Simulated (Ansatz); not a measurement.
Runs of Ansatz 0.2.0 on Pt. The structure is hexagonal, space group P6_3/mmc (No. 194). The conventional cell has a = 2.761 Å, b = 2.761 Å, c = 4.792 Å, α = 90.00°, β = 90.00°, γ = 120.00°. Pt (site symmetry -6m2) is surrounded by 12 Pt at 2.76 to 2.88 Å. This isn't the form of Pt at room conditions, which is fcc.

| task | potentials or basis | spin | cell | k mesh | cutoff (eV) | basis error allowed | pressure (GPa) |
| --- | --- | --- | --- | --- | --- | --- | --- |
| band structure | all-electron PAW datasets made for the crystal | off | as given | 11 × 11 × 6 | 260 | - | -10.7 |
| relaxation of cell and atoms | all-electron LAPW, scalar-relativistic | off | relaxed to 10 GPa | 11 × 11 × 6 | - | 0.001 eV/atom | 10.0 |
| relaxation of cell and atoms | all-electron LAPW, scalar-relativistic | off | relaxed to 20 GPa | 11 × 11 × 6 | - | 0.001 eV/atom | 20.0 |
| band structure | all-electron LAPW, scalar-relativistic | off | as given | 8 × 8 × 4 | 273 | 0.001 eV/atom | -10.5 |
| band structure | all-electron LAPW, non-relativistic | off | as given | 11 × 11 × 6 | 273 | 0.001 eV/atom | 20.8 |
| relaxation of cell and atoms | all-electron LAPW, scalar-relativistic | off | relaxed | 11 × 11 × 6 | - | 0.001 eV/atom | 0.0 |
| relaxation of cell and atoms | all-electron LAPW, scalar-relativistic | off | relaxed to 30 GPa | 11 × 11 × 6 | - | 0.001 eV/atom | 30.0 |
| band structure | all-electron LAPW, relativistic spinors | SOC, no magnetisation | as given | 8 × 8 × 4 | 273 | 0.001 eV/atom | (a) |
| band structure | all-electron LAPW, inner shells corrected to Dirac's equation | off | as given | 11 × 11 × 6 | 273 | 0.001 eV/atom | -10.5 |
| band structure | all-electron LAPW, scalar-relativistic | off | as given | 11 × 11 × 6 | 273 | 0.001 eV/atom | -10.7 |
| relaxation of cell and atoms | all-electron LAPW, scalar-relativistic | off | relaxed to 5 GPa | 11 × 11 × 6 | - | 0.001 eV/atom | 5.0 |

Alike in all rows: level PBEsol; smearing fermi-dirac 0.05 eV.

Problem. Estimate the missing entries.

Solution. (a) -10.2.

Caveats: the k mesh is thin for a metal, which can move the energy by tens of meV per atom (some runs); relativity is left out, which matters for the heavier elements (some runs).

The runs don't all hold the same shells in valence.
